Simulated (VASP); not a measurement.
These are PBEsol GGA, VASP's PBE PAW potentials (set 64) (plane waves; VASP) values and carry that method's errors.

The input files of a VASP run:

INCAR:
```
SIGMA  =  0.05
ALGO  =  Normal
LWAVE  =  F
EDIFFG  =  -0.02   ! ionic stop
LMAXMIX  =  4   ! l cut-off of mixed one-centre charges
PREC  =  Accurate
ISMEAR  =  0
ENCUT  =  620   ! plane-wave cut-off (eV)
GGA  =  PS   ! PBEsol
ISIF  =  3
SYSTEM  =  ZrO2
NSW  =  40   ! most ionic steps
NELM  =  100   ! most electronic steps
EDIFF  =  1E-6   ! SCF stop (eV)
LASPH  =  T   ! aspherical one-centre terms
LREAL  =  F
IBRION  =  2
PSTRESS  =  300
LCHARG  =  F
```

### POSCAR
```
ZrO2
1
   -0.0000000000     2.4534802673     2.4534802673
    2.4534802673     0.0000000000     2.4534802673
    2.4534802673     2.4534802673     0.0000000000
Zr O
1 2
Direct
  0.0000000000   0.0000000000   0.0000000000
  0.2500000000   0.2500000000   0.2500000000
  0.7500000000   0.7500000000   0.7500000000
```

**KPOINTS**
```
Automatic mesh
0
Gamma
8 8 8
0 0 0
```

POTCAR, in this order: Zr_sv O (PBE.64 set). Program: vasp_std.

The resulting files:

File OSZICAR:
```
       N       E                     dE             d eps       ncg     rms          rms(c)
DAV:   1     0.223501441526E+03    0.22350E+03   -0.16415E+04   928   0.179E+03
DAV:   2    -0.254660613941E+02   -0.24897E+03   -0.24467E+03  1168   0.430E+02
DAV:   3    -0.350514960675E+02   -0.95854E+01   -0.95754E+01  1328   0.844E+01
DAV:   4    -0.353138620109E+02   -0.26237E+00   -0.26233E+00  1376   0.108E+01
DAV:   5    -0.353184366869E+02   -0.45747E-02   -0.45747E-02  1152   0.122E+00    0.321E+01
DAV:   6    -0.297264881575E+02    0.55919E+01   -0.29856E+01   992   0.457E+01    0.140E+01
DAV:   7    -0.296973070766E+02    0.29181E-01   -0.11345E+00  1304   0.876E+00    0.828E+00
DAV:   8    -0.296699610752E+02    0.27346E-01   -0.13541E-01  1224   0.401E+00    0.436E-01
DAV:   9    -0.296681584622E+02    0.18026E-02   -0.23925E-02  1160   0.105E+00    0.273E-01
DAV:  10    -0.296684241297E+02   -0.26567E-03   -0.53066E-03  1064   0.737E-01    0.183E-01
DAV:  11    -0.296683806253E+02    0.43504E-04   -0.12656E-03  1096   0.331E-01    0.131E-01
DAV:  12    -0.296683502625E+02    0.30363E-04   -0.13196E-04  1104   0.102E-01    0.107E-02
DAV:  13    -0.296683501973E+02    0.65200E-07   -0.11914E-05  1136   0.281E-02    0.298E-03
DAV:  14    -0.296683503667E+02   -0.16935E-06   -0.11633E-06   656   0.851E-03
   1 F= -.24137545E+02 E0= -.24137545E+02  d E =-.241375E+02
```

### OUTCAR
```
------------------------ aborting loop because EDIFF is reached ----------------------------------------
  FORCE on cell =-STRESS in cart. coord.  units (eV):
  Direction    XX          YY          ZZ          XY          YZ          ZX
  --------------------------------------------------------------------------------------
  Total        5.4820051      5.4820051      5.4820051      0.0000000      0.0000000     -0.0000000
  in kB      297.3529937    297.3529937    297.3529937      0.0000000      0.0000000     -0.0000000
  external PRESSURE =      -2.6470063 kB  Pullay stress =     300.0000000 kB
  volume of cell :       29.54
      direct lattice vectors                 reciprocal lattice vectors
     0.000000000  2.453480267  2.453480267    -0.203792142  0.203792142  0.203792142
     2.453480267  0.000000000  2.453480267     0.203792142 -0.203792142  0.203792142
     2.453480267  2.453480267  0.000000000     0.203792142  0.203792142 -0.203792142
 POSITION                                       TOTAL-FORCE (eV/Angst)
 -----------------------------------------------------------------------------------
      0.00000      0.00000      0.00000         0.000000     -0.000000      0.000000
      1.22674      1.22674      1.22674         0.000000      0.000000      0.000000
      3.68022      3.68022      3.68022        -0.000000     -0.000000     -0.000000
 -----------------------------------------------------------------------------------
    total drift:                                0.000000      0.000000      0.000000
  FREE ENERGIE OF THE ION-ELECTRON SYSTEM (eV)
  ---------------------------------------------------
  free  energy   TOTEN  =       -29.6683503667 eV

  energy  without entropy=      -29.6683503667  energy(sigma->0) =      -29.66835037
  enthalpy is  TOTEN    =       -24.1375449917 eV   P V=        5.5308053750

 reached required accuracy - stopping structural energy minimisation
```
(Selected blocks of OUTCAR.)

File OUTCAR:
```
 val. band max:        8.3869834776   @ k =   0.5000   0.5000   0.0000

 cond. band min:      11.9463006280   @ k =   0.0000   0.0000   0.0000


 Fermi energy:         8.6674768134

 k-point     1 :       0.0000    0.0000    0.0000
  band No.  band energies     occupation
      1     -39.0696      2.00000
      2     -16.9378      2.00000
      3     -16.9378      2.00000
      4     -16.9378      2.00000
      5     -10.2835      2.00000
      6      -7.2639      2.00000
      7       2.4249      2.00000
      8       2.4249      2.00000
      9       2.4249      2.00000
     10       7.8054      2.00000
     11       7.8054      2.00000
     12       7.8054      2.00000
     13      11.9463      0.00000
     14      11.9463      0.00000
     15      15.5787      0.00000
     16      19.1848      0.00000

 k-point     2 :       0.1250    0.0000    0.0000
  band No.  band energies     occupation
      1     -39.0571      2.00000
      2     -17.1345      2.00000
      3     -16.9547      2.00000
      4     -16.9547      2.00000
      5      -9.9756      2.00000
      6      -7.4706      2.00000
      7       2.5997      2.00000
      8       2.5997      2.00000
      9       2.9473      2.00000
     10       7.4258      2.00000
     11       7.4743      2.00000
     12       7.4743      2.00000
     13      12.3162      0.00000
     14      12.3162      0.00000
     15      16.0369      0.00000
     16      18.5215      0.00000

 k-point     3 :       0.2500    0.0000    0.0000
  band No.  band energies     occupation
      1     -39.0269      2.00000
      2     -17.5570      2.00000
      3     -16.9952      2.00000
      4     -16.9952      2.00000
      5      -9.3822      2.00000
      6      -7.7698      2.00000
      7       3.0199      2.00000
      8       3.0199      2.00000
      9       4.1389      2.00000
     10       6.6702      2.00000
     11       6.9302      2.00000
     12       6.9302      2.00000
     13      12.8414      0.00000
...
```

The compound is ZrO2 in the fluorite structure, the high-temperature cubic form, which is unstable at 0 K; the monoclinic form is the stable one. It was relaxed first under an external pressure of 30 GPa.
